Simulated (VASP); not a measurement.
BAs:

```xyz
2
Lattice="2.9570 0.0000 0.0000 0.0000 2.9570 0.0000 0.0000 0.0000 2.9570" Properties=species:S:1:pos:R:3 pbc="T T T"
B     1.4785    1.4785    1.4785
As    0.0000    0.0000    0.0000
```

The cell was built by a generator and needn't be a form met in nature.

```yaml
Program: VASP 6.6.1
Task: relaxation of cell and atoms
Functional: r2SCAN
Dispersion: D4
Potentials_or_basis: VASP PAW PBE potentials, release 64 (B, As)
Cutoff: 600 eV
k_mesh: 9 × 9 × 9
Occupations: gaussian, width 0.05 eV
Spin: no spin polarisation
```

At the start: pressure -4.1 GPa; volume 12.93 Å³/atom.

Question: How do energy, volume and symmetry change on relaxing?

Answer: Over 3 steps the energy falls by 7.7 meV/atom and the volume is 12.38 Å³/atom (-4.2 %); space group Pm-3m (No. 221, to 0.05 Å).

Step by step:
```tsv
step	energy change (eV)	largest force (eV/Å)	pressure (GPa)	volume (Å³)
1	0.0000	0.0000	-4.14	25.86
2	-0.0151	0.0000	0.66	24.62
3	-0.0154	0.0000	0.01	24.76
```

Final structure:
```cif
data_structure
_symmetry_space_group_name_H-M 'P 1'
_symmetry_Int_Tables_number 1
_cell_length_a 2.9146
_cell_length_b 2.9146
_cell_length_c 2.9146
_cell_angle_alpha 90.000
_cell_angle_beta 90.000
_cell_angle_gamma 90.000
_cell_volume 24.76
loop_
_atom_site_label
_atom_site_type_symbol
_atom_site_fract_x
_atom_site_fract_y
_atom_site_fract_z
_atom_site_occupancy
B1 B 0.50000 0.50000 0.50000 1
As1 As 0.00000 0.00000 0.00000 1
```

Caveat: the PAW data sets were made with another functional, which shifts forces and pressure a little; pairwise dispersion overbinds metals, which lowers pressure and volume.
